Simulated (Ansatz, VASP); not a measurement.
## P: VASP beside Ansatz

INCAR

```
SYSTEM = P
ALGO     = Normal         ! electronic algorithm
EDIFF    = 1E-6           ! SCF threshold, eV
ENCUT    = 520            ! plane-wave cutoff, eV
GGA      = PE             ! functional
ISIF     = 2              ! what is computed and relaxed
ISMEAR   = -1             ! smearing method
LASPH    = .TRUE.         ! aspherical terms in the spheres
LCHARG   = .TRUE.         ! write CHGCAR
LELF     = .TRUE.         ! ELF
LREAL    = .FALSE.        ! projectors in reciprocal space
LVHAR    = .TRUE.       
LWAVE    = .FALSE.        ! write WAVECAR
NBANDS   = 12             ! bands
NELM     = 80             ! most SCF steps
PREC     = Accurate       ! precision mode
SIGMA    = 0.05           ! smearing width, eV
```

The input KPOINTS:

```
k-points
0
G
  15 15 8
  0 0 0
```

Contents of POSCAR:

```
P
1.0
    2.7865440399      0.0000000000      0.0000000000
   -1.3932720200      2.4132179274      0.0000000000
    0.0000000000      0.0000000000      4.5876880108
P
2
Direct
    0.3333333333      0.6666666667      0.2500000000
    0.6666666667      0.3333333333      0.7500000000
```

Input for Ansatz:

```yaml
crystal:
  lattice:
    - [2.7865440399, 0.0, 0.0]
    - [-1.39327202, 2.4132179274, 0.0]
    - [0.0, 0.0, 4.5876880108]
  atoms:
    - { symbol: P, position: [0.3333333333, 0.6666666667, 0.25] }
    - { symbol: P, position: [0.6666666667, 0.3333333333, 0.75] }
kpoints:
  mp_grid: { grid: [15, 15, 8] }
scf:
  occupations: { method: fermi_dirac, width: 0.05 }
hamiltonian:
  xc: pbe
  pseudopotentials: { kind: all_electron, lapw: { basis_error: 0.001 } }
output:
  forces: true
  stress: true
  eigenvalues: true
```

Change from the starting cell: x and y stretched by +3 %, z held.

Alike in both runs: task single point; functional PBE; k mesh 15 × 15 × 8; occupations fermi-dirac, width 0.05 eV; no spin polarisation.

|  | VASP | Ansatz |
| --- | --- | --- |
| version | VASP 6.6.1 | Ansatz 0.2.0 |
| potentials or method | VASP PAW PBE potentials, release 64 (P) | all-electron LAPW, scalar-relativistic |
| plane-wave cutoff (eV) | 520 | see its input |

```tsv
	VASP	Ansatz	Ansatz less VASP
pressure (GPa)	-5.0	-4.8	+0.20
largest component of the traceless stress (GPa)	2.24	2.25	+0.015
```

Ansatz ran all-electron here, so the differences hold the error of VASP's frozen core and of both bases.
